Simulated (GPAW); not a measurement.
Pt in GPAW: the effect of potentials

The system is Pt.

```
Pt
1.0
     0.00000    1.96090    1.96090
     1.96090    0.00000    1.96090
     1.96090    1.96090    0.00000
Pt
1
Direct
  0.00000 0.00000 0.00000
```

Alike in all runs:

```yaml
Program: GPAW 26.7.0
Task: equation of state
Functional: PBE
Cutoff: 600 eV
Basis: pw
k_mesh: 12 × 12 × 12
Occupations: fermi-dirac, width 0.05 eV
Spin: no spin polarisation
```

```tsv
potentials	V0 of scaled cells (Å³/atom)	B0 (GPa)
GPAW stock	15.64	245
GPAW stock, other valence	?	?
PAW data sets made by gpaw-setup for the functional	15.64	245
JTH PAW 2.0	15.65	252
```

Q: What does the run with potentials GPAW stock, other valence give?

A: V0 of scaled cells 15.81 Å³/atom; B0 247 GPa.

Caveats: the program truncates these outside data sets (some runs).
